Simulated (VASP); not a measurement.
Set up this calculation in VASP 6.6.1, as the native input.

| Item | Value |
| --- | --- |
| Task | relaxation of the atoms |
| Functional | PBE |
| Potentials or basis | VASP PAW PBE potentials, release 64 (Pb, S) |
| Cutoff | 300 eV |
| k mesh | 4 × 4 × 4 |
| Occupations | gaussian, width 0.03 eV |
| Spin | no spin polarisation |
| Further INCAR settings | ALGO = Normal; EDIFF = 1e-07; IBRION = 2; EDIFFG = -0.01; NSW = 40 |

The structure of PbS (Galena) lies in POSCAR:

```
PbS                                     
1.0
   -0.0000000000      2.9969875699      2.9969875699
    2.9969875699     -0.0000000000      2.9969875699
    2.9969875699      2.9969875699      0.0000000000
  Pb              S             
     1     1
Direct
     0.0000000000000000    1.0000000000000000    0.0000000000000000
     0.5000000000000000    0.5000000000000000    0.5000000000000000
```

One way to write it, as run:

INCAR

```
SYSTEM = PbS
PREC = Accurate ; ENCUT = 300
EDIFF = 1E-7 ; ISMEAR = 0
SIGMA = 0.03 ; LREAL = .FALSE.
LASPH = .TRUE. ; NELM = 80
ALGO = Normal ; ISIF = 2
LWAVE = .FALSE. ; LCHARG = .FALSE.
GGA = PE ; IBRION = 2
NSW = 40 ; EDIFFG = -0.01
```

KPOINTS

```
regular mesh
0
G
  4 4 4
  0 0 0
```

Potentials or basis: VASP PAW PBE potentials, release 64 (Pb, S).

Launch:

```bash
$ cat potpaw_PBE.64/Pb/POTCAR potpaw_PBE.64/S/POTCAR > POTCAR
$ mpirun -np 1 vasp_std > vasp.out
```

Results of the run:

```
Pressure after relaxing : 0.0 GPa
Band gap on the k mesh  : 0.47 eV, direct
```

Caveat: the k mesh is coarse (spacing up to 0.45 Å⁻¹), so the values aren't converged; the cutoff is under 1.25 times the usual one of these potentials, so pressure, stress and relaxed cells hold a basis-set (Pulay) error; the relaxation stopped at its first step, so nothing moved; spin-orbit coupling is left out, which as a rule narrows the gap of such compounds by several tenths of an eV.

Run time: 3.2 s on 1 thread of Intel(R) Xeon(R) Platinum 8488C (Sapphire Rapids), on a shared host, peak memory 0.13 GiB.
